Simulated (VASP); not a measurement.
# Al: single point with PBE

The system is Al.

```
Al
1.0
     2.82708    0.00000    0.00000
    -1.41354    2.44832    0.00000
     0.00000    0.00000    9.18599
Al
4
Direct
  0.00000 0.00000 0.00000
  0.33333 0.66667 0.25000
  0.07658 0.15317 0.50000
  0.66667 0.33333 0.75000
```

This isn't the form of Al at room conditions, which is fcc.

The cell isn't the ideal one: one atom moved.

```yaml
Program: VASP 6.6.1
Task: single point
Functional: PBE
Potentials_or_basis: VASP PAW PBE potentials, release 64 (Al)
Cutoff: 520 eV
k_mesh: 15 × 15 × 4
Occupations: gaussian, width 0.1 eV
Spin: no spin polarisation
```

| Item | Value |
| --- | --- |
| Pressure | 4.0 GPa |
| Largest force | 0.372 eV/Å |
| Band gap on the k mesh | none (metal or under the smearing width) |

Forces in eV/Å, atoms in the order of the input:
```
Al   0.000 -0.064 -0.001
Al   0.000  0.308 -0.194
Al   0.000 -0.360  0.094
Al   0.000  0.116  0.101
```

Stress tensor (GPa, compression positive):
```
 2.99  0.00  0.00
 0.00  3.07 -1.05
 0.00 -1.05  6.04
```

Levels at points of the mesh, in eV from the Fermi level:
| k point | band 3 | band 4 | band 5 | band 6 | band 7 | band 8 | band 9 | band 10 |
| --- | --- | --- | --- | --- | --- | --- | --- | --- |
| (0.00, 0.00, 0.00) | -9.63 | -4.70 | -4.35 | 3.60 | 3.62 | 10.89 | 10.92 | 11.05 |
| (0.00, 0.00, 0.50) | -7.49 | -7.49 | -0.81 | -0.79 | 8.50 | 8.60 | 11.18 | 11.26 |

Wall time 2.3 min on 1 thread of Intel(R) Xeon(R) Platinum 8488C (Sapphire Rapids) (shared host), peak memory 0.3 GiB.
